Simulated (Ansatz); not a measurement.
**A film clamped to a substrate in TiO₂**

Method: DFT r2SCAN+U, scalar-relativistic, plane waves, PAW (Ansatz 0.2.0). Settings: plane waves to 500 eV, k-mesh 6×6×6 (Γ-centred), Gaussian smearing 0.05 eV. U_eff on d shells: Ti 4 eV. No spin polarisation. Energies are free energies at this smearing, counted from the undisturbed cell; pressure is positive in compression.

The starting cell (relaxed at this level):

```
Ti O
1.0
     2.68476   -2.68476   -0.02016
     2.68476    2.68476   -0.02016
    -2.64856    0.00000    4.85010
Ti O
2 4
Cartesian
  2.0226 2.0136 1.1924
  0.6983 -2.0136 3.6174
  -0.6472 -0.6712 3.2038
  3.3682 0.6712 1.6060
  2.0439 -0.6712 4.0311
  0.6770 0.6712 0.7787
```

The cell (6 atoms, V0 = 69.63 Å³) is strained by p along both x and y and by q along z, fractional coordinates fixed. τp = (1/V0) ∂E/∂p = (σxx + σyy)(1 + p)(1 + q) and τq = (1/V0) ∂E/∂q = σzz(1 + p)², with tension positive.

```csv
p,q,ΔE (meV/atom),τp (GPa),τq (GPa)
0.000,0.000,0.00,0.00,-0.01
-0.025,0.000,25.07,-28.85,-7.30
0.025,0.000,21.21,22.46,6.74
0.000,-0.025,10.33,-7.19,-11.94
0.000,0.025,8.53,6.83,8.99
```

Q: Get the second derivatives of the energy density.

A: Central differences give A = ∂τp/∂p = 1026 GPa (C11 + C22 + 2 C12), C = ∂τq/∂q = 419 GPa (C33) and the cross term B = ∂τq/∂p = 281 GPa (C13 + C23); ∂τp/∂q = 280 GPa must equal B, and any difference shows higher-order terms. The ions are clamped.

Q: A film of this crystal grows with z along the normal on a substrate that imposes p. How does its thickness respond, and what does the misfit cost?

A: Count p and q from the stress-free cell. A free surface needs τq = 0, so q = −(B/C) p = -0.67 p. The energy density left is (A − B²/C) p²/2 = M p², with the biaxial modulus M = 419 GPa; a misfit of 1 % costs 3.03 meV/atom, against 3.72 meV/atom if the thickness were held.

Forces appear on the atoms along this scan, and letting them relax would lower the energy and soften the response.

Cost: 18 runs of about 7.9 core-minutes in all, on Arm Neoverse V2 (shared hosts).

The cell is anatase with its long axis almost along z, so this describes an (001) film. Equal biaxial strain works mainly against the equatorial Ti–O bonds, which lie close to the film plane, while strain along z loads chiefly the apical bonds. Compression costs more than equal tension in both scans, as expected from steepening short-range repulsion, so the harmonic misfit energy averages over a real difference between the two signs.

The C33 of 419 GPa is far above the established value for anatase, whose long axis is notably compliant. The likely cause is the frozen oxygen height: in the real crystal the oxygens shift along the axis and Ti–O–Ti angles open or close, sparing the stiff apical bonds. Because this relaxation should lower C33 much more than the cross term, the thickness response of -0.67 p is probably too small in magnitude, even though the misfit energy is an upper bound within the harmonic model. The agreement of the cross derivatives supports the consistency of the stresses, but doesn't test this internal relaxation.
